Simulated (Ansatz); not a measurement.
# Mg under changes of volume

One of the cells (23.237 Å³/atom); the others are scaled copies at fixed shape and fractional positions:

```
Mg
1.0
     3.20930    0.00000    0.00000
    -1.60465    2.77934    0.00000
     0.00000    0.00000    5.21030
Mg
2
Direct
  0.66667 0.33333 0.75000
  0.33333 0.66667 0.25000
```

```yaml
Program: Ansatz 0.2.0
Functional: PBE
Potentials_or_basis: SPMS NC
Cutoff: "762 eV (not typed: the program's choice for these potentials)"
k_mesh: 10 × 10 × 5
Occupations: fermi-dirac, width 0.05 eV
Spin: no spin polarisation
```

```csv
volume (Å³/atom),energy over the lowest point (meV/atom),pressure (GPa)
21.843,6.47,2.0
22.308,2.02,1.1
22.772,0.00,0.3
23.237,?,?
23.702,2.30,-1.0
24.167,6.19,-1.6
24.631,11.68,-2.2
```

Problem. What does the run at 23.237 Å³/atom give?

Solution. Energy over the lowest point 0.17 meV/atom; pressure -0.4 GPa.

Worked out: A Birch-Murnaghan fit of order 3 (a polynomial in V^(-2/3)) to the other rows has its minimum at 22.97 Å³/atom with B0 = V·E''(V) = 36 GPa and B' = 4.2 at fixed shape and positions, which overstates the stiffness. It gives 0.16 meV/atom at 23.237 Å³/atom, against the run's 0.17, and -dE/dV = -0.4 GPa, against -0.4.

Energies are extrapolated to zero smearing.
